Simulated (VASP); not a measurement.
# Ag (Fm-3m) in VASP: a series of runs, part 2 of 2

VASP 6.6.1.

### Step 4. Relaxation of cell and atoms, RPBE+D3(BJ)

INCAR reads:

```
ALGO     = Fast           # electronic algorithm
EDIFF    = 1E-7           # SCF threshold, eV
EDIFFG   = -0.02          # ionic threshold
ENCUT    = 600            # plane-wave cutoff, eV
GGA      = RP             # functional
IBRION   = 2              # ionic algorithm
ISIF     = 3              # what is computed and relaxed
ISMEAR   = -1             # smearing method
IVDW     = 12             # dispersion correction
LASPH    = True           # aspherical terms in the spheres
LCHARG   = False          # write CHGCAR
LREAL    = False          # projectors in reciprocal space
LWAVE    = False          # write WAVECAR
NELM     = 80             # most SCF steps
NSW      = 40             # ionic steps
PREC     = Accurate       # precision mode
SIGMA    = 0.05           # smearing width, eV
```

KPOINTS reads:

```
k-points
0
Gamma
  11 11 11
```

POSCAR reads:

```
Ag
1.0
    0.0000000000      2.0427500000      2.0427500000
    2.0427500000      0.0000000000      2.0427500000
    2.0427500000      2.0427500000      0.0000000000
Ag
1
Direct
    0.0000000000      0.0000000000      0.0000000000
```

Potentials or basis: VASP PAW PBE potentials, release 64 (Ag).

The run is started by

```console
cat potpaw_PBE.64/Ag/POTCAR > POTCAR
mpirun -np 1 vasp_std > vasp.out
```

OUTCAR:

```text
EDIFF = 1E-7
   EDIFFG = -0.02
   ENCUT = 600
   GGA = RP
   IBRION = 2
   ISIF = 3
   ISMEAR = -1
   IVDW = 12
   LASPH = True
   LREAL = False
   NELM = 80
   NSW = 40
   PREC = Accurate
 IVDW          = 12

 ion  position               nearest neighbor table
   1  0.000  0.000  0.000-

  LATTYP: Found a face centered cubic cell.
 ALAT       =     4.0855000000

  Lattice vectors:

 A1 = (   0.0000000000,   2.0427500000,   2.0427500000)
 A2 = (   2.0427500000,   0.0000000000,   2.0427500000)
 A3 = (   2.0427500000,   2.0427500000,   0.0000000000)

Analysis of symmetry for initial positions (statically):
=====================================================================
 Subroutine PRICEL returns:
 Original cell was already a primitive cell.

 Routine SETGRP: Setting up the symmetry group for a
 face centered cubic supercell.

 Subroutine GETGRP returns: Found 48 space group operations
 (whereof 48 operations were pure point group operations)
 out of a pool of 48 trial point group operations.

The static configuration has the point symmetry O_h .

Analysis of symmetry for dynamics (positions and initial velocities):
=====================================================================
 Subroutine PRICEL returns:
 Original cell was already a primitive cell.

 Routine SETGRP: Setting up the symmetry group for a
 face centered cubic supercell.

 Subroutine GETGRP returns: Found 48 space group operations
 (whereof 48 operations were pure point group operations)
 out of a pool of 48 trial point group operations.

The dynamic configuration has the point symmetry O_h .

 Subroutine INISYM returns: Found 48 space group operations
 (whereof 48 operations are pure point group operations),
 and found     1 'primitive' translations

----------------------------------------------------------------------------------------

                                     Primitive cell

  volume of cell :      17.0481

  direct lattice vectors                    reciprocal lattice vectors
     0.000000000  2.042750000  2.042750000    -0.244768082  0.244768082  0.244768082
     2.042750000  0.000000000  2.042750000     0.244768082 -0.244768082  0.244768082
[... 95 lines left out ...]
   NUPDOWN=      -1.0000    fix difference up-down
   EMIN   =  10.00;   EMAX   =-10.00  energy-range for DOS
   EFERMI =   0.00;   METHOD = LEGACY
   ISMEAR =    -1;   SIGMA  =   0.05  broadening in eV -4-tet -1-fermi 0-gaus
   EFERMI_NEDOS =   21; number of points for ismear=-14 and -15
   IALGO  =     68    algorithm
   IMIX   =      4    mixing-type and parameters
     AMIX     =   0.40;   BMIX     =  1.00
     AMIX_MAG =   1.60;   BMIX_MAG =  1.00
  volume/ion in A,a.u.               =      17.05       115.05
  Fermi-wavevector in a.u.,A,eV,Ry     =   1.414644  2.673290 27.228221  2.001218
  Thomas-Fermi vector in A             =   2.536165
   LORBIT       =      0    0 simple, 1 ext, 2 COOP (PROOUT), +10 PAW based schemes
   GGA     = RP    functional components
   LHFCALC =     F    Hartree Fock is set to
   AEXX    =    0.0000 exact exchange contribution
   IVDW    =    12    specifies the selected vdW correction
   LEPSILON=     F    determine dielectric tensor
   LRPA    =     F    only Hartree local field effects (RPA)
 conjugate gradient relaxation of ions
 non-spin polarized calculation
 RMM-DIIS sequential band-by-band and
  energy-cutoff  :      600.00
  volume of cell :       17.05
 maximum number of plane-waves:       578
   NGX = 11   NGY = 11   NGZ = 11

--------------------------------------- Ionic step        1  -------------------------------------------

 number of electron      10.9999999 magnetization

 Free energy of the ion-electron system (eV)
  ---------------------------------------------------
  ext. energy  EPLUGINS =         0.00000000
  ---------------------------------------------------
  free energy    TOTEN  =        -2.16327240 eV

  energy without entropy =       -2.16045954  energy(sigma->0) =       -2.16186597

 E-fermi :   8.8365     XC(G=0): -12.0808

 val. band max:        8.7962159633   @ k =  -0.4545   0.0909   0.0000
 cond. band min:       8.8971972436   @ k =   0.4545   0.3636   0.0000
 fundamental gap:      0.1009812803
 Fermi energy:         8.8364645070

 k-point     1 :       0.0000    0.0000    0.0000
  band No.  band energies     occupation
      1       0.8354      2.00000
      2       3.7385      2.00000
      3       3.7385      2.00000
      4       3.7385      2.00000
      5       4.7655      2.00000
      6       4.7655      2.00000
      7      24.5808      0.00000
      8      28.2003      0.00000
      9      28.2003      0.00000
[... 431 lines left out ...]
--------------------------------------- Ionic step        5  -------------------------------------------

 number of electron      11.0000002 magnetization

 Free energy of the ion-electron system (eV)
  ---------------------------------------------------
  ext. energy  EPLUGINS =         0.00000000
  ---------------------------------------------------
  free energy    TOTEN  =        -1.74471171 eV

  energy without entropy =       -1.74351839  energy(sigma->0) =       -1.74411505

 E-fermi :  11.5859     XC(G=0): -13.2354

 val. band max:       11.4443778921   @ k =   0.4545   0.2727   0.0000
 cond. band min:      11.6950685858   @ k =   0.4545   0.3636   0.0000
 fundamental gap:      0.2506906937
 Fermi energy:        11.5858753706

 k-point     1 :       0.0000    0.0000    0.0000
  band No.  band energies     occupation
      1       2.2042      2.00000
      2       5.8005      2.00000
      3       5.8005      2.00000
      4       5.8005      2.00000
      5       7.2223      2.00000
      6       7.2223      2.00000
      7      27.6751      0.00000
      8      32.3902      0.00000
      9      32.3902      0.00000
[... 308 lines left out ...]
  FREE ENERGIE OF THE ION-ELECTRON SYSTEM (eV)
  ---------------------------------------------------
  free  energy   TOTEN  =        -5.4075269472 eV

  energy  without entropy=       -5.4063336281  energy(sigma->0) =       -5.40693029

 reached required accuracy - stopping structural energy minimisation
```

Wall time 31 s (1 thread of Intel Xeon Platinum 8488C (Sapphire Rapids), shared host); peak memory 0.16 GiB.

Results:

| Quantity | Value |
| --- | --- |
| Free energy | -5.4075 eV |
| Relaxed volume | 14.18 Å³/atom |
| Relaxed cell | a = 2.717 Å, b = 2.717 Å, c = 2.717 Å, α = 60.00°, β = 60.00°, γ = 60.00° |
| Space group after relaxing (to 0.05 Å) | Fm-3m (No. 225) |
| Energy gained by relaxing | 285.8 meV/atom |
| Ionic steps | 5 |
| Pressure after relaxing | -0.1 GPa |
| Band gap on the k mesh | none (metal or under the smearing width) |
| Dispersion energy per atom | -3.663 eV |

The path:
| step | energy change (eV) | largest force (eV/Å) | pressure (GPa) | volume (Å³) |
| --- | --- | --- | --- | --- |
| 1 | 0.0000 | 0.0000 | -26.15 | 17.05 |
| 2 | 0.5292 | 0.0000 | 107.46 | 11.06 |
| 3 | -0.2844 | 0.0000 | -2.65 | 14.35 |
| 4 | -0.2856 | 0.0000 | -0.90 | 14.24 |
| 5 | -0.2858 | 0.0000 | -0.05 | 14.18 |

Final structure:
```yaml
crystal:
  lattice:
    - [0.00000, 1.92113, 1.92113]
    - [1.92113, 0.00000, 1.92113]
    - [1.92113, 1.92113, 0.00000]
  atoms:
    - { symbol: Ag, position: [0.00000, 0.00000, 0.00000] }
```

Levels at points of the mesh, in eV from the Fermi level:
| k point | band 2 | band 3 | band 4 | band 5 | band 6 | band 7 | band 8 | band 9 |
| --- | --- | --- | --- | --- | --- | --- | --- | --- |
| (0.00, 0.00, 0.00) | -5.79 | -5.79 | -5.79 | -4.36 | -4.36 | 16.09 | 20.80 | 20.80 |

Caveat: the volume moved by over 15 % at a fixed basis, so the end points are rough; the PAW data sets were made with another functional, which shifts forces and pressure a little; the volume moved by -17 % from the deposited cell, more than functionals usually miss; pairwise dispersion overbinds metals, which lowers pressure and volume.

### Step 5. The runs side by side

```tsv
level	gap on the mesh (eV)	pressure (GPa)	relaxed volume (Å³/atom)
PBEsol+rVV10	none	-0.1	16.45
RPBE+D3	none	-0.1	18.00
RPBE+D3(BJ)	none	-0.1	14.18
```

Alike in all rows: task relaxation of cell and atoms; potentials or basis VASP PAW PBE potentials, release 64 (Ag); no spin polarisation; cell relaxed; k mesh 11 × 11 × 11; cutoff (eV) 600; smearing fermi-dirac 0.05 eV.

Caveats: the PAW data sets were made with another functional, which shifts forces and pressure a little; pairwise dispersion overbinds metals, which lowers pressure and volume; the volume moved by over 15 % at a fixed basis, so the end points are rough (some runs); the volume moved by -17 % from the deposited cell, more than functionals usually miss (some runs).

Total energies depend on the potentials used, so only differences within one code and one set of settings carry meaning.
